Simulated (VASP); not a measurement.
A run of VASP 6.6.1 is set up as follows.

Contents of INCAR:

```
SYSTEM = ZrN
ALGO = Fast ; EDIFF = 1E-7
EDIFFG = -0.005 ; ENCUT = 480
GGA = PS ; IBRION = 2
ISIF = 3 ; ISMEAR = 0
LASPH = .True. ; LCHARG = .False.
LREAL = .False. ; LWAVE = .False.
NELM = 100 ; NSW = 90
PREC = Accurate ; SIGMA = 0.1
```

Contents of KPOINTS:

```
k-points
0
Gamma
  16 16 16
  0 0 0
```

File POSCAR:

```
ZrN
1.0
    0.0000000000      2.2942655900      2.2942655900
    2.2942655900      0.0000000000      2.2942655900
    2.2942655900      2.2942655900      0.0000000000
Zr N
1 1
Direct
    0.5000000000      0.5000000000      0.5000000000
    0.0000000000      0.0000000000      0.0000000000
```

Potentials or basis: VASP PAW PBE potentials, release 64 (Zr_sv, N_s).

Command:

```sh
$ cat potpaw_PBE.64/Zr_sv/POTCAR potpaw_PBE.64/N_s/POTCAR > POTCAR
$ mpirun -np 1 vasp_std > vasp.out
```

(1) Estimate the space group after relaxing (to 0.05 Å).

(2) Predict the relaxed volume.

(3) Predict the relaxed cell.

Answers

(1) Fm-3m (No. 225).

(2) 11.81 Å³/atom.

(3) a = 3.220 Å, b = 3.220 Å, c = 3.220 Å, α = 60.00°, β = 60.00°, γ = 60.00°.

Caveat: the PAW data sets were made with another functional, which shifts forces and pressure a little.
